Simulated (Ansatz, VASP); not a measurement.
# Se: VASP beside Ansatz

```
CELL_PARAMETERS angstrom
4.03826 0.00000 0.00000
-2.01913 3.49724 0.00000
0.00000 0.00000 5.12163
ATOMIC_POSITIONS crystal
Se 0.24872 0.00000 0.83333
Se 0.00000 0.24872 0.16667
Se 0.75128 0.75128 0.50000
```

Alike in both runs: functional PBEsol; k mesh 12 × 12 × 8; occupations gaussian, width 0.05 eV; no spin polarisation.

Ansatz relaxed the structure, and its values are those at the end. VASP's run is a single point on that final structure, the one shown.

|  | VASP | Ansatz |
| --- | --- | --- |
| version | VASP 6.6.1 | Ansatz 0.2.0 |
| potentials or method | VASP PAW PBE potentials, release 64 (Se) | scalar-relativistic, plane waves, PAW |
| plane-wave cutoff (eV) | 520 | 420 |
| valence electrons in the cell | 18 | 48 |

Ansatz gave:

| Quantity | Value |
| --- | --- |
| gap on the k mesh at the Fermi level (eV) | 0.45 |
| least direct gap on the mesh (eV) | 0.45 |
| pressure (GPa) | 0.0 |
| rms of the force components (eV/Å) | 0.000 |

Question: Estimate VASP's values.

Answer: gap on the k mesh at the Fermi level (eV): 0.44; least direct gap on the mesh (eV): 0.44; pressure (GPa): 0.2; rms of the force components (eV/Å): 0.018.

With one functional, cell and mesh, what is left measures potentials, basis and numerics. The two sets of potentials don't hold the same shells in valence.

Caveats: the PAW data sets were made with another functional, which shifts forces and pressure a little (VASP).
